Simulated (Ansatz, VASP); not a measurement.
As: VASP beside Ansatz

```
As
1.0
    -3.49652    3.49652    3.49652
     3.49652   -3.49652    3.49652
     3.49652    3.49652   -3.49652
As
4
Direct
  0.75000 0.75000 0.75000
  0.50000 0.00000 0.75000
  0.00000 0.75000 0.50000
  0.75000 0.50000 0.00000
```

Alike in both runs: functional PBE; k mesh 4 × 4 × 4; occupations gaussian, width 0.1 eV; no spin polarisation.

Ansatz relaxed the structure, and its values are those at the end. VASP's run is a single point on that final structure, the one shown.

|  | VASP | Ansatz |
| --- | --- | --- |
| version | VASP 6.6.1 | Ansatz 0.2.0 |
| potentials or method | VASP PAW PBE potentials, release 64 (As) | scalar-relativistic, plane waves, PAW |
| plane-wave cutoff (eV) | 520 | 420 |
| valence electrons in the cell | 20 | 60 |

|  | VASP | Ansatz | Ansatz less VASP |
| --- | --- | --- | --- |
| gap on the k mesh at the Fermi level (eV) | none | none | - |
| pressure (GPa) | 0.3 | 0.2 | -0.12 |

A gap of «none» marks a metal or a gap that the smearing closes. The functional is the same, so the differences come from potentials, cutoffs and numerics. The two sets of potentials don't hold the same shells in valence.
